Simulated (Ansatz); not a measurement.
# ZrS2 (P-3m1) in Ansatz: further runs

One crystal, ZrS2, is run at these levels: PBE0+D4+U, RPBE+D3(BJ); tasks: band structure, optical spectrum.

All numbers are computed with Ansatz 0.2.0; they aren't measurements. Logs are shortened: lines on timing, memory, paths and dates and some standing lists are left out, and cuts for length are marked.

## 1. Starting point

It takes space group P-3m1 (No. 164, trigonal). The conventional cell has a = 3.691 Å, b = 3.691 Å, c = 6.041 Å, α = 90.00°, β = 90.00°, γ = 120.00°. Around Zr (site symmetry -3m) lie 6 S at 2.57 Å. Around S (site symmetry 3m) lie 3 Zr at 2.57 Å.

The cell is a database's computed one.

## 2. Band structure, PBE0+D4+U

Input file run.py:

```python
import json

import ase.io
import numpy as np

import ansatz as az

atoms = ase.io.read("ZrS2.cif")
atoms.info.pop("occupancy", None)

calculation = (
    az.Crystal.from_ase(atoms)
    .calculation()
    .kpoints(5, 5, 3)
    .functional("pbe0", dispersion="d4")
    .pseudopotentials(kind="paw")
    .hubbard(double_counting="amf")
    .hubbard("Zr", "d", u_eff=3.0)
    .scf(extra_bands=7)
    .occupations(method="cold", width=0.05)
    .band_structure(path=(((0.0, 0.0, 0.0), (0.5, 0.0, 0.0), (0.3333333333, 0.3333333333, 0.0), (0.0, 0.0, 0.0),
        (0.0, 0.0, 0.5), (0.5, 0.0, 0.5), (0.3333333333, 0.3333333333, 0.5), (0.0, 0.0, 0.5)), ((0.5, 0.0, 0.5),
        (0.5, 0.0, 0.0)), ((0.3333333333, 0.3333333333, 0.0), (0.3333333333, 0.3333333333, 0.5))), intervals=4)
    .forces()
    .stress()
    .band_table(publish=True)
)
outcome = calculation.run(threads=2, events_out="events.jsonl")

report = outcome.report
for line in open("events.jsonl"):
    event = json.loads(line)
    if event["event"] == "scf_iter":
        d = event["data"]
        print(f"SCF {d['iter']:3d}  HF = {d['harris_foulkes_ev']:.6f} eV  dr2 = {d['dr2_ev']:.2e} eV")
    elif event["event"] in ("relax_step", "md_step"):
        d = event["data"]
        print(f"{event['event']} {d['step']:3d}  E = {d['lagrangian_ev']:.6f} eV")
np.set_printoptions(precision=5, suppress=True, linewidth=110)
print("converged:", report["converged"], "after", report["n_iterations"], "iterations")
print(f"free energy {report['free_energy_ev']:.6f} eV, Fermi level {report['fermi_energy_ev']:.4f} eV")
for key in ("band_edges_ev", "magnetization_mub", "site_moments_mub", "site_moments_nc_mub", "forces_ev_ang",
                "stress_gpa"):
    if report.get(key) is not None:
        print(key, np.array(report[key]), sep="\n")
```

Input file ZrS2.cif:

```cif
data_ZrS2
_cell_length_a 3.69138255
_cell_length_b 3.69138255
_cell_length_c 6.04107701
_cell_angle_alpha 90.00000000
_cell_angle_beta 90.00000000
_cell_angle_gamma 120.00000000
_space_group_name_H-M_alt 'P-3m1'
_space_group_name_Hall '-P 3 2"'
_space_group_IT_number 164
loop_
_space_group_symop_operation_xyz
'x,y,z'
'-x,-y,-z'
'-y,x-y,z'
'y,-x+y,-z'
'-x+y,-x,z'
'x-y,x,-z'
'y,x,-z'
'-y,-x,z'
'x-y,-y,-z'
'-x+y,y,z'
'-x,-x+y,-z'
'x,x-y,z'
loop_
_atom_site_label
_atom_site_type_symbol
_atom_site_symmetry_multiplicity
_atom_site_Wyckoff_symbol
_atom_site_fract_x
_atom_site_fract_y
_atom_site_fract_z
_atom_site_occupancy
Zr1 Zr 1 a 0.0000000000 0.0000000000 0.0000000000 1
S1 S 2 d 0.3333333333 0.6666666667 0.2379099700 1
```

Potentials or basis: Ansatz PAW.

On the command line:

```console
$ python run.py
```

Output:

```text
DeckWarning: basis.ecutwfc = 420 eV, auto-derived from the records' recommended cutoffs: set by Zr (normal level)
DeckWarning: output.stress: scf.convergence.dr2_threshold = 1e-7 eV (the SCF's general default) is looser than the 3e-10 eV advised for a printed stress (1e-10 eV for each atom of the cell: 3). What an SCF threshold leaves in a stress goes as its square root, and in the free energy as the threshold itself, and one threshold admits the most on a small cell: of the crystals measured, under no hybrid functional and no lock of the mo [...]
DeckWarning: output.stress: scf.exx.energy_threshold = 1e-6 eV is looser than the 3e-8 eV advised for a stress under a hybrid functional (1e-8 eV for each atom of the cell: 3). Every SCF of the exchange loop can meet its threshold on dr2 while the loop round them stops early: no threshold on dr2 bounds what that leaves in the stress. Set scf.exx.energy_threshold to 3e-8 eV or tighter. The threshold is the loop's pass mark: a loop [...]
PlacementWarning: RAYON_NUM_THREADS=2 ignored (pool sized by the plan → 2); use plan(threads=…)
SCF   1  HF = -5994.277968 eV  dr2 = 4.27e+00 eV
SCF   2  HF = -5994.442861 eV  dr2 = 4.73e+00 eV
SCF   3  HF = -5993.434114 eV  dr2 = 8.34e-02 eV
SCF   4  HF = -5993.471368 eV  dr2 = 7.37e-03 eV
SCF   5  HF = -5993.477797 eV  dr2 = 3.71e-04 eV
SCF   6  HF = -5993.477870 eV  dr2 = 5.05e-05 eV
SCF   7  HF = -5993.477860 eV  dr2 = 7.74e-06 eV
SCF   8  HF = -5993.477859 eV  dr2 = 3.75e-07 eV
SCF   9  HF = -5993.477859 eV  dr2 = 5.51e-09 eV
SCF   1  HF = -5997.301680 eV  dr2 = 1.43e-01 eV
SCF   2  HF = -5997.281656 eV  dr2 = 8.69e-02 eV
SCF   3  HF = -5997.263336 eV  dr2 = 4.64e-03 eV
SCF   4  HF = -5997.278982 eV  dr2 = 2.45e-03 eV
SCF   5  HF = -5997.278429 eV  dr2 = 1.42e-04 eV
SCF   6  HF = -5997.278971 eV  dr2 = 3.27e-05 eV
SCF   7  HF = -5997.278974 eV  dr2 = 6.72e-06 eV
SCF   1  HF = -5997.278956 eV  dr2 = 1.51e-06 eV
SCF   2  HF = -5997.278958 eV  dr2 = 4.07e-07 eV
SCF   3  HF = -5997.278958 eV  dr2 = 8.51e-08 eV
SCF   4  HF = -5997.278958 eV  dr2 = 1.65e-08 eV
SCF   5  HF = -5997.278958 eV  dr2 = 2.17e-09 eV
SCF   6  HF = -5997.278958 eV  dr2 = 1.38e-10 eV
converged: True after 22 iterations
free energy -5997.278958 eV, Fermi level 7.0078 eV
band_edges_ev
[5.51342 8.43141]
magnetization_mub
0.0
forces_ev_ang
[[ 0.       0.       0.     ]
 [-0.      -0.      -0.17233]
 [ 0.       0.       0.17233]]
stress_gpa
[[-2.08943  0.       0.     ]
 [ 0.      -2.08943 -0.     ]
 [ 0.      -0.      -2.03015]]
```

Run time: 3 min. Hardware: 2 threads of Arm Neoverse V2, shared host; peak memory 1.2 GiB.

Results:

```
Free energy             : -5997.2790 eV
Pressure                : -2.1 GPa
Largest force           : 0.172 eV/Å
Band gap on the k mesh  : 2.92 eV, indirect (least direct gap 3.48 eV)
Band gap along the path : 2.77 eV, indirect (least direct gap 3.48 eV)
```

Forces on the atoms (eV/Å):
```
Zr   0.000  0.000  0.000
S    0.000  0.000 -0.172
S    0.000  0.000  0.172
```

Levels at the corners of the path, in eV from the valence-band top:
| point | band 9 | band 10 | band 11 | band 12 | band 13 | band 14 | band 15 | band 16 |
| --- | --- | --- | --- | --- | --- | --- | --- | --- |
| Γ | -3.29 | -0.10 | -0.10 | -0.05 | 3.43 | 3.43 | 4.38 | 6.57 |
| M | -2.92 | -2.61 | -1.87 | -1.35 | 2.91 | 5.24 | 5.59 | 7.40 |
| K | -3.67 | -2.26 | -2.26 | -1.67 | 4.16 | 5.13 | 5.13 | 6.56 |
| Γ | -3.29 | -0.10 | -0.10 | -0.05 | 3.43 | 3.43 | 4.38 | 6.57 |
| A | -3.27 | -1.75 | -0.20 | -0.20 | 3.40 | 3.40 | 4.70 | 6.89 |
| L | -3.03 | -2.50 | -1.14 | -0.91 | 2.77 | 5.20 | 5.61 | 7.00 |
| H | -3.45 | -2.13 | -2.06 | -2.06 | 4.31 | 4.91 | 4.91 | 7.08 |
| A | -3.27 | -1.75 | -0.20 | -0.20 | 3.40 | 3.40 | 4.70 | 6.89 |
| L | -3.03 | -2.50 | -1.14 | -0.91 | 2.77 | 5.20 | 5.61 | 7.00 |
| M | -2.92 | -2.61 | -1.87 | -1.35 | 2.91 | 5.24 | 5.59 | 7.40 |
| K | -3.67 | -2.26 | -2.26 | -1.67 | 4.16 | 5.13 | 5.13 | 6.56 |
| H | -3.45 | -2.13 | -2.06 | -2.06 | 4.31 | 4.91 | 4.91 | 7.08 |

Eigenvalues of the final occupation matrices:
```csv
site,spin,trace,eigenvalues
site 1,1,1.24,0.16 0.17 0.17 0.38 0.38
```

Caveat: the k mesh misses the band edges, so the gap on the mesh is wider than the one along the path; the PAW data sets were made with another functional, which shifts forces and pressure a little; the thresholds are loose for stress.

## 3. Optical spectrum, RPBE+D3(BJ)

Input file run.py:

```python
import json

import ase.io
import numpy as np

import ansatz as az

atoms = ase.io.read("ZrS2.cif")
atoms.info.pop("occupancy", None)

calculation = (
    az.Crystal.from_ase(atoms)
    .calculation()
    .kpoints(8, 8, 5)
    .functional("rpbe", dispersion="d3bj")
    .pseudopotentials(kind="paw", source="jth")
    .scf(extra_bands=12)
    .occupations(method="gaussian", width=0.1)
    .optics(energy_range=(0.0, 14.0), broadening_width=0.1, nscf_kmesh=(11, 11, 7))
    .band_table(publish=True)
)
outcome = calculation.run(threads=2, events_out="events.jsonl")

report = outcome.report
for line in open("events.jsonl"):
    event = json.loads(line)
    if event["event"] == "scf_iter":
        d = event["data"]
        print(f"SCF {d['iter']:3d}  HF = {d['harris_foulkes_ev']:.6f} eV  dr2 = {d['dr2_ev']:.2e} eV")
    elif event["event"] in ("relax_step", "md_step"):
        d = event["data"]
        print(f"{event['event']} {d['step']:3d}  E = {d['lagrangian_ev']:.6f} eV")
np.set_printoptions(precision=5, suppress=True, linewidth=110)
print("converged:", report["converged"], "after", report["n_iterations"], "iterations")
print(f"free energy {report['free_energy_ev']:.6f} eV, Fermi level {report['fermi_energy_ev']:.4f} eV")
for key in ("band_edges_ev", "magnetization_mub", "site_moments_mub", "site_moments_nc_mub", "forces_ev_ang",
                "stress_gpa", "kpoints_frac", "eigenvalues_ev"):
    if report.get(key) is not None:
        print(key, np.array(report[key]), sep="\n")
```

ZrS2.cif is that of step 2.

Potentials or basis: JTH PAW.

On the command line:

```console
$ python run.py
```

Output:

```text
DeckWarning: basis.ecutwfc = 990 eV, auto-derived from the records' recommended cutoffs: set by Zr (normal level)
DeckWarning: pseudopotentials/Zr.paw.azcp: the checks of this Zr dataset prove no rule for summing its radial tables, as where they were carried onto another mesh than they were made on, and Gregory's rule is taken, under which a leading mesh point left out moves its sums only by what lay on the interval it spanned. That does not make them correct, and they differ from Quantum ESPRESSO's on this file; a re-export a fr [...]
DeckWarning: pseudopotentials/S.paw.azcp: the checks of this S dataset prove no rule for summing its radial tables, as where they were carried onto another mesh than they were made on, and Gregory's rule is taken, under which a leading mesh point left out moves its sums only by what lay on the interval it spanned. That does not make them correct, and they differ from Quantum ESPRESSO's on this file; a re-export a frac [...]
PlacementWarning: RAYON_NUM_THREADS=2 ignored (pool sized by the plan → 2); use plan(threads=…)
SCF   1  HF = -6007.726327 eV  dr2 = 3.25e+00 eV
SCF   2  HF = -6006.961290 eV  dr2 = 4.36e-01 eV
SCF   3  HF = -6006.897664 eV  dr2 = 4.39e-02 eV
SCF   4  HF = -6006.903732 eV  dr2 = 1.79e-03 eV
SCF   5  HF = -6006.904399 eV  dr2 = 1.74e-04 eV
SCF   6  HF = -6006.904485 eV  dr2 = 6.11e-06 eV
SCF   7  HF = -6006.904522 eV  dr2 = 7.38e-07 eV
SCF   8  HF = -6006.904616 eV  dr2 = 1.77e-07 eV
[... 68 lines left out ...]
    5.6435    6.03024   8.22851   8.61523   9.58669  11.2159   11.58236  13.62852  14.46688  15.63597
   16.54094  16.92966  17.98414  19.1522 ]
[... 86 lines left out ...]
   16.51639  16.55689  17.65242  18.31782]
 [-42.47319 -20.59061 -20.49963 -20.48839  -4.90822  -4.83158   2.96554   3.30899   3.99696   4.38629
    4.55548   5.40503   8.72458   9.34294   9.91934  11.24905  12.38491  14.59855  15.20099  15.83371
   16.52872  17.12397  17.52613  18.51977]
 [-42.47319 -20.59058 -20.49966 -20.48844  -4.92514  -4.81332   2.92629   3.14778   4.12026   4.41749
    4.7191    5.39707   8.75118   9.13804   9.93597  11.39403  12.34973  14.58276  14.98194  15.80282
   15.92788  17.40563  17.9669   18.27926]
 [-42.4714  -20.59195 -20.52492 -20.48663  -4.87268  -4.74817   2.9134    3.34232   3.7839    4.51888
    4.53167   5.14762   8.73519   9.72943   9.76562  11.42847  11.91118  14.55393  15.47656  16.54852
   16.8434   17.43798  17.53416  17.94182]
 [-42.4714  -20.59193 -20.52491 -20.48668  -4.8849   -4.73623   2.90765   3.29457   3.80185   4.55833
    4.59425   5.11721   8.71816   9.63443   9.76257  11.49355  12.10277  14.575    15.41208  15.89906
   16.64438  17.37101  17.70291  18.04438]
 [-42.47139 -20.59191 -20.5249  -20.48676  -4.90132  -4.72025   2.88964   3.2316    3.87688   4.50769
    4.70785   5.12227   8.68401   9.55411   9.69896  11.63775  12.42656  14.34905  15.21584  15.67549
   16.31795  17.03517  17.67602  18.52422]]
```

engine_input.yaml:

```text
crystal:
  lattice:
    - [3.69138255, 0.0, 0.0]
    - [-1.8456912749999992, 3.1968310633865813, 0.0]
    - [0.0, 0.0, 6.04107701]
  atoms:
    - { symbol: Zr, position: [0.0, 0.0, 0.0] }
    - { symbol: S, position: [0.3333333333, 0.6666666667, 0.23790996999999997] }
    - { symbol: S, position: [0.6666666667000001, 0.33333333330000003, 0.76209003] }
kpoints:
  mp_grid:
    grid: [8, 8, 5]
hamiltonian:
  xc: rpbe
  dispersion: d3bj
  pseudopotentials:
    kind: paw
    source: jth
scf:
  n_extra_bands: 12
  occupations:
    method: gaussian
    width: 0.1
output:
  optics:
    e_range: [0.0, 14.0]
    sigma: 0.1
    nscf_kmesh:
      grid: [11, 11, 7]
  eigenvalues: true
```

Run time: 63 s. Hardware: 2 threads of Arm Neoverse V2, shared host; peak memory 1.1 GiB.

What came out:

```yaml
Free_energy: -6006.9046 eV
Band_gap_on_the_k_mesh: 1.11 eV, indirect (least direct gap 1.68 eV)
```

Dielectric function (mean over the directions given):
| energy (eV) | real part | imaginary part |
| --- | --- | --- |
| 0.30 | 9.68 | 0.00 |
| 0.60 | 9.94 | 0.00 |
| 1.00 | 10.68 | 0.00 |
| 1.30 | 11.82 | 0.00 |
| 1.70 | 17.12 | 1.42 |
| 2.00 | 15.69 | 8.35 |
| 2.40 | 10.52 | 17.69 |
| 2.70 | -0.50 | 10.99 |
| 3.10 | 1.53 | 4.94 |
| 3.40 | 3.29 | 3.30 |
| 3.80 | 6.12 | 2.94 |
| 4.10 | 7.29 | 5.47 |
| 4.50 | 6.08 | 5.13 |
| 4.80 | 7.34 | 6.89 |
| 5.20 | 5.54 | 10.61 |
| 5.50 | 2.01 | 10.88 |
| 5.90 | 0.95 | 8.85 |
| 6.20 | -0.02 | 9.20 |
| 6.60 | -2.37 | 6.58 |
| 6.90 | -2.49 | 4.53 |
| 7.30 | -0.73 | 3.71 |
| 7.60 | -0.47 | 3.65 |
| 8.00 | 0.30 | 3.36 |
| 8.30 | -0.26 | 3.83 |
| 8.70 | 0.27 | 3.55 |
| 9.00 | 0.13 | 4.23 |
| 9.40 | -0.54 | 4.01 |
| 9.70 | -0.70 | 3.41 |
| 10.10 | -1.38 | 3.79 |
| 10.40 | -1.23 | 2.57 |
| 10.80 | -1.03 | 2.35 |
| 11.10 | -0.74 | 2.11 |
| 11.50 | -0.41 | 2.06 |
| 11.80 | -0.23 | 2.25 |
| 12.20 | -0.35 | 2.34 |
| 12.50 | -0.40 | 2.69 |
| 12.90 | -1.25 | 2.94 |
| 13.20 | -1.77 | 2.42 |
| 13.60 | -1.88 | 1.41 |
| 14.00 | -1.52 | 1.04 |

Caveat: the potentials were made for another functional, which shifts forces and pressure; odd divisions of the mesh miss points on the zone boundary, where band edges often lie, so the gap on the mesh can be too wide; spectra need much finer meshes, so this one isn't converged; independent-particle spectra lack excitons.

## 4. Comparison with measurements

Step 3. The gap isn't set beside the measured one, since this odd mesh misses points on the zone boundary.
